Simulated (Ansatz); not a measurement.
I under changes of volume

One of the cells (40.553 Å³/atom); the others are scaled copies at fixed shape and fractional positions:

```
I
1.0
     0.00000    2.36560    3.90984
     2.19225    0.00000    3.90984
     2.19225    2.36560    0.00000
I
1
Direct
  0.00000 0.00000 0.00000
```

* Program: Ansatz 0.2.0
* Functional: PBE
* Potentials or basis: Ansatz PAW polarizable
* Cutoff: 420 eV (not typed: the program's choice for these potentials)
* k mesh: 9 × 9 × 9
* Occupations: fermi-dirac, width 0.05 eV
* Spin: no spin polarisation

```tsv
volume (Å³/atom)	energy over the lowest point (meV/atom)	pressure (GPa)
38.120	21.24	2.4
38.931	11.21	1.7
39.742	?	?
40.553	0.96	0.5
41.364	0.00	0.0
42.175	1.39	-0.5
42.986	4.85	-0.8
```

Task: What does the run at 39.742 Å³/atom give?

Result: Energy over the lowest point 4.58 meV/atom; pressure 1.0 GPa.

Worked out: A Birch-Murnaghan fit of order 3 (a polynomial in V^(-2/3)) to the other rows has its minimum at 41.27 Å³/atom with B0 = V·E''(V) = 24 GPa and B' = 5.3 at fixed shape and positions, which overstates the stiffness. It gives 4.58 meV/atom at 39.742 Å³/atom, against the run's 4.58, and -dE/dV = 1.0 GPa, against 1.0.

Energies are extrapolated to zero smearing.

Caveats: an odd number of electrons without spin polarisation forces a metal; a magnetic or distorted state may lie lower.
